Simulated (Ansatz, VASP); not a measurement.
**Two plane-wave programs on SiO2**

```
Si O
1.0
     4.68103    0.00000    0.00000
    -2.34052    4.05389    0.00000
     0.00000    0.00000    5.61608
Si O
3 6
Direct
  0.00000 0.50000 0.33333
  0.50000 0.50000 0.66667
  0.50000 0.00000 0.00000
  0.61919 0.80959 0.83333
  0.80959 0.61919 0.50000
  0.80959 0.19041 0.16667
  0.38081 0.19041 0.83333
  0.19041 0.38081 0.50000
  0.19041 0.80959 0.16667
```

Alike in both runs: functional PBE; k mesh 6 × 6 × 4; occupations gaussian, width 0.02 eV; no spin polarisation.

Ansatz relaxed the structure, and its values are those at the end. VASP's run is a single point on that final structure, the one shown.

```csv
,VASP,Ansatz
version,VASP 6.6.1,Ansatz 0.2.0
potentials or method,"VASP PAW PBE potentials, release 64 (Si, O)","scalar-relativistic, plane waves, PAW"
plane-wave cutoff (eV),520,420
valence electrons in the cell,48,48
```

|  | VASP | Ansatz | Ansatz less VASP |
| --- | --- | --- | --- |
| gap on the k mesh at the Fermi level (eV) | 5.70 | 5.70 | +0.005 |
| least direct gap on the mesh (eV) | 5.70 | 5.70 | +0.005 |
| pressure (GPa) | 25.3 | 25.0 | -0.32 |
| rms of the force components (eV/Å) | 0.007 | 0.000 | -0.0066 |

Caveats: so large a pressure means that the cell lies far from this level's equilibrium, or that cutoff or potentials fall short (VASP). A k mesh can miss the band edges.
